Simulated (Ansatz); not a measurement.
## Ba under changes of volume

One of the cells (62.989 Å³/atom); the others are scaled copies at fixed shape and fractional positions:

```
Ba
1.0
    -2.50650    2.50650    2.50650
     2.50650   -2.50650    2.50650
     2.50650    2.50650   -2.50650
Ba
1
Cartesian
  0.0000 0.0000 0.0000
```

```yaml
Program: Ansatz 0.2.0
Functional: PBEsol
Potentials_or_basis: Ansatz PAW
Cutoff: "420 eV (not typed: the program's choice for these potentials)"
k_mesh: 8 × 8 × 8
Occupations: fermi-dirac, width 0.05 eV
Spin: no spin polarisation
```

| volume (Å³/atom) | energy over the lowest point (meV/atom) | pressure (GPa) |
| --- | --- | --- |
| 59.209 | 0.00 | -0.2 |
| 60.469 | 2.43 | -0.4 |
| 61.729 | 6.27 | -0.6 |
| 62.989 | 11.42 | -0.7 |
| 64.249 | 17.76 | -0.9 |
| 65.508 | 25.18 | -1.0 |
| 66.768 | ? | ? |

Task: What does the run at 66.768 Å³/atom give?

Result: Energy over the lowest point 33.59 meV/atom; pressure -1.1 GPa.

Worked out: A Birch-Murnaghan fit of order 3 (a polynomial in V^(-2/3)) to the other rows has its minimum at 57.91 Å³/atom, just outside them, with B0 = V·E''(V) = 9.9 GPa and B' = 3.0. It gives 33.61 meV/atom at 66.768 Å³/atom, against the run's 33.59, and -dE/dV = -1.1 GPa, against -1.1.

Energies are extrapolated to zero smearing.

Caveats: the PAW data sets come from PBE, with cores solved anew for the run's functional, which leaves a small shift of forces and pressure.
